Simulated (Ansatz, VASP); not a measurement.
**Two plane-wave programs on Cu**

```
Cu
1.0
     0.00000    1.75898    1.75898
     1.75898    0.00000    1.75898
     1.75898    1.75898    0.00000
Cu
1
Direct
  0.00000 0.00000 0.00000
```

Alike in both runs: functional LDA; k mesh 20 × 20 × 20; occupations gaussian, width 0.1 eV; no spin polarisation.

Ansatz relaxed the structure, and its values are those at the end. VASP's run is a single point on that final structure, the one shown.

```csv
,VASP,Ansatz
version,VASP 6.6.1,Ansatz 0.2.0
potentials or method,"VASP PAW LDA potentials, release 64 (Cu)","scalar-relativistic, plane waves, PAW"
plane-wave cutoff (eV),520,420
valence electrons in the cell,11,19
```

|  | VASP | Ansatz | Ansatz less VASP |
| --- | --- | --- | --- |
| gap on the k mesh at the Fermi level (eV) | none | none | - |
| pressure (GPa) | 0.9 | 0.0 | -0.92 |

A gap of «none» marks a metal or a gap that the smearing closes. The two sets of potentials don't hold the same shells in valence. Ansatz warned: «pseudo_functional_mismatch».
